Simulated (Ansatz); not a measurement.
Input and command of a plane-wave DFT calculation in Ansatz:

```yaml
crystal:
  lattice:
    - [2.734881193, -2.734881193, 0.0]
    - [2.734881193, 0.0, -2.734881193]
    - [5.2965573053, 5.2965573053, 5.2965573053]
  atoms:
    - { symbol: Si, position: [0.6666666667, 0.6666666667, 0.5593455263] }
    - { symbol: Si, position: [1.0, 0.0, 0.2151117111] }
    - { symbol: Si, position: [0.3333333333, 0.3333333333, 0.9035793415] }
    - { symbol: Si, position: [0.6666666667, 0.6666666667, 0.8175208877] }
    - { symbol: Si, position: [1.0, 1.0, 0.4732870725] }
    - { symbol: Si, position: [0.3333333333, 0.3333333333, 0.1290532573] }
basis:
  ecutwfc: 420
kpoints:
  mp_grid: { grid: [8, 8, 3] }
hamiltonian:
  xc: pbe
scf:
  occupations: { method: gaussian, width: 0.05 }
output:
  forces: true
  stress: true
  eigenvalues: true
```

```bash
ansatz run input.yaml --threads 2 --pin off --max-ram 5120MiB --backend cpu --events-out ev --progress --plain --runs-dir out
```

Processor: Arm Neoverse V2, 2 threads, on a host shared with other jobs.

Question: How long does it run, and how much memory does it take?

Answer: About 1.8 s on 2 threads of Arm Neoverse V2, on a shared host, peak memory 0.36 GiB. It solves 18 bands at 25 k points (the mesh reduced by symmetry) with about 2311 plane waves, in 6 SCF iterations.
